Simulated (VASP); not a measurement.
Here is a VASP 6.6.1 calculation.

Contents of INCAR:

```
SYSTEM = HfB
  PREC = Accurate
  ENCUT = 520
  EDIFF = 1E-6
  ISMEAR = -1
  SIGMA = 0.05
  LREAL = .FALSE.
  LASPH = .TRUE.
  NELM = 100
  ALGO = Normal
  ISIF = 2
  LWAVE = .FALSE.
  LCHARG = .FALSE.
  GGA = PE
  NBANDS = 14
```

The input KPOINTS:

```
Automatic mesh
0
G
  10 10 10
  0 0 0
```

File POSCAR:

```
HfB
1.0
    0.0000000000      2.3403982228      2.3403982228
    2.3403982228      0.0000000000      2.3403982228
    2.3403982228      2.3403982228      0.0000000000
Hf B
1 1
Direct
    0.5000000000      0.5000000000      0.5000000000
    0.0000000000      0.0000000000      0.0000000000
```

Potentials or basis: VASP PAW PBE potentials, release 64 (Hf_pv, B).

Command:

```console
$ cat potpaw_PBE.64/Hf_pv/POTCAR potpaw_PBE.64/B/POTCAR > POTCAR
$ mpirun -np 1 vasp_std > vasp.out
```

Task: What does it give for the band gap on the k mesh?

Result: None (metal or under the smearing width).

Task: Estimate the pressure.

Result: 20.1 GPa.

Caveat: so large a pressure means that the cell lies far from this level's equilibrium, or that cutoff or potentials fall short. Spin-orbit coupling is left out, which matters for the levels of Hf.
